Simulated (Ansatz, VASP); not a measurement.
**One calculation of CdS, two programs**

The input INCAR:

```
PREC = Accurate
ENCUT = 520
EDIFF = 1E-6
ISMEAR = 0
SIGMA = 0.01
LREAL = False
LASPH = True
NELM = 60
ALGO = Normal
ISIF = 2
LWAVE = False
LCHARG = False
GGA = PE
NBANDS = 26
```

File KPOINTS:

```
Automatic mesh
0
Gamma
  6 6 4
```

Contents of POSCAR:

```
CdS
1.0
    4.2381035465      0.0000000000      0.0000000000
   -2.1190517732      3.6703053351      0.0000000000
    0.0000000000      0.0000000000      6.8953120587
Cd S
2 2
Direct
    0.3333333333      0.6666666667     -0.0007933861
    0.6666666667      0.3333333333      0.4992066139
    0.3333333333      0.6666666667      0.3757933861
    0.6666666667      0.3333333333      0.8757933861
```

Input for Ansatz:

```yaml
crystal:
  lattice:
    - [4.2381035465, 0.0, 0.0]
    - [-2.1190517732, 3.6703053351, 0.0]
    - [0.0, 0.0, 6.8953120587]
  atoms:
    - { symbol: Cd, position: [0.3333333333, 0.6666666667, -0.0007933861] }
    - { symbol: Cd, position: [0.6666666667, 0.3333333333, 0.4992066139] }
    - { symbol: S, position: [0.3333333333, 0.6666666667, 0.3757933861] }
    - { symbol: S, position: [0.6666666667, 0.3333333333, 0.8757933861] }
kpoints:
  mp_grid: { grid: [6, 6, 4] }
hamiltonian:
  xc: pbe
scf:
  occupations: { method: fixed }
  n_extra_bands: 5
output:
  forces: true
  stress: true
  eigenvalues: true
```

Alike in both runs: task single point; functional PBE; k mesh 6 × 6 × 4; no spin polarisation.

|  | VASP | Ansatz |
| --- | --- | --- |
| version | VASP 6.6.1 | Ansatz 0.2.0 |
| potentials or method | VASP PAW PBE potentials, release 64 (Cd, S) | plane waves, PAW |
| plane-wave cutoff (eV) | 520 | 420 |
| occupations | gaussian, width 0.01 eV | fixed |
| valence electrons in the cell | 36 | 52 |

Ansatz gave:

| Item | Value |
| --- | --- |
| gap on the k mesh at the Fermi level (eV) | 1.04 |
| pressure (GPa) | -1.5 |

Q: Estimate VASP's values.

A: gap on the k mesh at the Fermi level (eV): 1.04; pressure (GPa): -1.2.

The two sets of potentials don't hold the same shells in valence.
